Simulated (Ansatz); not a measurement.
# GaAs: how the settings move a single-point run

How sensitive is a single-point run of GaAs to its settings? A reference run comes first, then six runs with altered input. The cell is built on a prototype (h-MgO type) and needn't be the phase found in nature.

Computed with Ansatz 0.2.0 (reference: DFT, PBEsol, plane waves, PAW, unless a step's input says otherwise).

1 further run of the same task is left out (it didn't finish).

## (1) The structure to begin with

The structure is hexagonal, space group P6_3/mmc (No. 194). Conventional cell: a = 4.250 Å, b = 4.250 Å, c = 5.773 Å, α = 90.00°, β = 90.00°, γ = 120.00°. Ga (site symmetry -6m2) has 3 As at 2.45 Å as nearest neighbours. Around As (site symmetry -6m2) lie 3 Ga at 2.45 Å.

As a file:

```xyz
4
Lattice="4.2498 0.0000 0.0000 -2.1249 3.6804 0.0000 0.0000 0.0000 5.7732" Properties=species:S:1:pos:R:3 pbc="T T T"
Ga    0.0000    2.4536    1.4433
Ga    2.1249    1.2268    4.3299
As    2.1249    1.2268    1.4433
As    0.0000    2.4536    4.3299
```

## (2) Baseline

Input file input.yaml:

```yaml
crystal:
  lattice:
    - [4.249755535, 0.0, 0.0]
    - [-2.1248777675, 3.6803962531, 0.0]
    - [0.0, 0.0, 5.773240647]
  atoms:
    - { symbol: Ga, position: [0.3333333333, 0.6666666667, 0.25] }
    - { symbol: Ga, position: [0.6666666667, 0.3333333333, 0.75] }
    - { symbol: As, position: [0.6666666667, 0.3333333333, 0.25] }
    - { symbol: As, position: [0.3333333333, 0.6666666667, 0.75] }
kpoints:
  mp_grid: { grid: [6, 6, 4] }
hamiltonian:
  xc: pbesol
scf:
  occupations: { method: fermi_dirac, width: 0.02 }
  n_extra_bands: 5
output:
  forces: true
  stress: true
  eigenvalues: true
```

Launch:

```console
ansatz run input.yaml --threads 4 --pin off --max-ram 3686MiB --backend cpu --events-out ev --progress --plain --runs-dir out
```

## (3) Changed: occupations.method cold, occupations.width 0.5

Changes to input.yaml since step 2:

```diff
@@ -15,3 +15,3 @@
 scf:
-  occupations: { method: fermi_dirac, width: 0.02 }
+  occupations: { method: cold, width: 0.5 }
   n_extra_bands: 5
```

## (4) Changing settings: occupations.method methfessel_paxton, occupations.width 0.05

Changes to input.yaml since step 2:

```diff
@@ -15,3 +15,3 @@
 scf:
-  occupations: { method: fermi_dirac, width: 0.02 }
+  occupations: { method: methfessel_paxton, width: 0.05 }
   n_extra_bands: 5
```

## (5) Changed: occupations.method methfessel_paxton, occupations.width 0.2

Changes to input.yaml since step 2:

```diff
@@ -15,3 +15,3 @@
 scf:
-  occupations: { method: fermi_dirac, width: 0.02 }
+  occupations: { method: methfessel_paxton, width: 0.2 }
   n_extra_bands: 5
```

## (6) Changed: mixing.ndim 2

Changes to input.yaml since step 2:

```diff
@@ -17,2 +17,4 @@
   n_extra_bands: 5
+  mixing: { ndim: 2 }
+  max_iter: 77
 output:
```

## (7) Variant: mixing.beta 0.05

Changes to input.yaml since step 2:

```diff
@@ -17,2 +17,4 @@
   n_extra_bands: 5
+  mixing: { beta: 0.05 }
+  max_iter: 65
 output:
```

## (8) Changing settings: occupations.width 0.5

Changes to input.yaml since step 2:

```diff
@@ -15,3 +15,3 @@
 scf:
-  occupations: { method: fermi_dirac, width: 0.02 }
+  occupations: { method: fermi_dirac, width: 0.5 }
   n_extra_bands: 5
```

What does the calculation give? Wanted: for each run, ending; energy change; pressure; gap; force.

The runs gave:

| run | ending | energy change | pressure (GPa) | gap (eV) | force (eV/Å) | cycles | time |
| --- | --- | --- | --- | --- | --- | --- | --- |
| reference | converged | 0 | -0.6 | 0.00 | 0.00 | 7 | 2 s |
| 1: occupations.method cold, occupations.width 0.5 | converged | +2.9 meV/atom (σ→0) | -0.7 | 0.00 | 0.00 | 7 | 2 s |
| 2: occupations.method methfessel_paxton, occupations.width 0.05 | converged | 0.0 meV/atom (σ→0) | -0.6 | 0.00 | 0.00 | 7 | 2.1 s |
| 3: occupations.method methfessel_paxton, occupations.width 0.2 | converged | +0.4 meV/atom (σ→0) | -0.6 | 0.00 | 0.00 | 7 | 2 s |
| 4: mixing.ndim 2 | converged | 0.0 meV/atom | -0.6 | 0.00 | 0.00 | 10 | 2.6 s |
| 5: mixing.beta 0.05 | converged | 0.0 meV/atom | -0.6 | 0.00 | 0.00 | 8 | 2.2 s |
| 6: occupations.width 0.5 | converged | -2.4 meV/atom (σ→0) | 0.6 | 0.00 | 0.00 | 7 | 2.4 s |

Residual by cycle in the longest SCF loop of each run; runs are numbered as in the table. The quantity is the density residual dr2, in eV.

| cycle | reference | run 1 | run 2 | run 3 | run 4 | run 5 | run 6 |
| --- | --- | --- | --- | --- | --- | --- | --- |
| 1 | 0.0316 | 0.0256 | 0.0273 | 0.0358 | 0.0316 | 0.0316 | 0.0446 |
| 2 | 0.00107 | 5.4e-4 | 0.00325 | 0.00148 | 0.00107 | 0.0285 | 4.3e-4 |
| 3 | 3.3e-4 | 6.6e-4 | 3.4e-4 | 2.8e-4 | 3.3e-4 | 0.0119 | 4.1e-4 |
| 4 | 4.8e-5 | 2.2e-5 | 4.2e-5 | 2.3e-5 | 5.0e-5 | 0.00439 | 4.4e-5 |
| 5 | 1.1e-5 | 1.9e-6 | 8.7e-6 | 2.7e-6 | 2.1e-5 | 2.1e-4 | 3.9e-6 |
| 6 | 9.2e-7 | 1.6e-7 | 1.3e-6 | 1.0e-7 | 3.3e-6 | 3.5e-5 | 1.1e-7 |
| 7 | 2.1e-8 | 2.5e-9 | 9.1e-8 | 3.5e-9 | 1.2e-6 | 8.2e-7 | 2.4e-9 |
| 8 | - | - | - | - | 3.3e-7 | 4.7e-8 | - |
| 9 | - | - | - | - | 1.0e-7 | - | - |
| 10 | - | - | - | - | 3.5e-8 | - | - |

What this shows: Semilocal functionals close small gaps, so the missing gap need not be the real solid's.
